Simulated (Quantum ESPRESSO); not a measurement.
# SiC under changes of volume

One of the cells (10.313 Å³/atom); the others are scaled copies at fixed shape and fractional positions:

```
Si C
1.0
     3.07569    0.00000    0.00000
    -1.53785    2.66363    0.00000
     0.00000    0.00000   10.07065
Si C
4 4
Direct
  0.00000 0.00000 0.18789
  0.00000 0.00000 0.68789
  0.33333 0.66667 0.43784
  0.66667 0.33333 0.93784
  0.00000 0.00000 0.00046
  0.00000 0.00000 0.50046
  0.33333 0.66667 0.24980
  0.66667 0.33333 0.74980
```

The cell is a database's computed one.

```yaml
Program: Quantum ESPRESSO 7.5
Functional: PBE
Potentials_or_basis: PseudoDojo 0.5 SR PBE stringent
Cutoff: 1116 eV
Density_cutoff: 4463 eV
k_mesh: 10 × 10 × 3
Occupations: fermi-dirac, width 0.05 eV
Spin: no spin polarisation
```

```tsv
volume (Å³/atom)	energy over the lowest point (meV/atom)	pressure (GPa)	gap on the mesh (eV)	largest force (eV/Å)
9.694	46.56	19.7	2.24	0.028
9.900	24.89	13.9	2.24	0.020
10.107	10.33	8.6	2.24	0.013
10.313	2.24	3.9	2.23	0.008
10.519	0.00	-0.5	2.23	0.004
10.726	?	?	?	?
10.932	11.00	-8.0	2.22	0.012
```

Task: What does the run at 10.726 Å³/atom give?

Result: Energy over the lowest point 3.09 meV/atom; pressure -4.4 GPa; gap on the mesh 2.22 eV; largest force 0.006 eV/Å.

Worked out: A Birch-Murnaghan fit of order 3 (a polynomial in V^(-2/3)) to the other rows has its minimum at 10.50 Å³/atom with B0 = V·E''(V) = 212 GPa and B' = 3.9 at fixed shape and positions, which overstates the stiffness. It gives 3.10 meV/atom at 10.726 Å³/atom, against the run's 3.09, and -dE/dV = -4.3 GPa, against -4.4. A straight line through the other rows of the gap, of slope -0.178 eV per unit of ln V, gives 2.23 eV, against the run's 2.22.

Energies are extrapolated to zero smearing.

Caveats: an odd mesh through Γ misses points on the zone boundary, where band edges often lie.
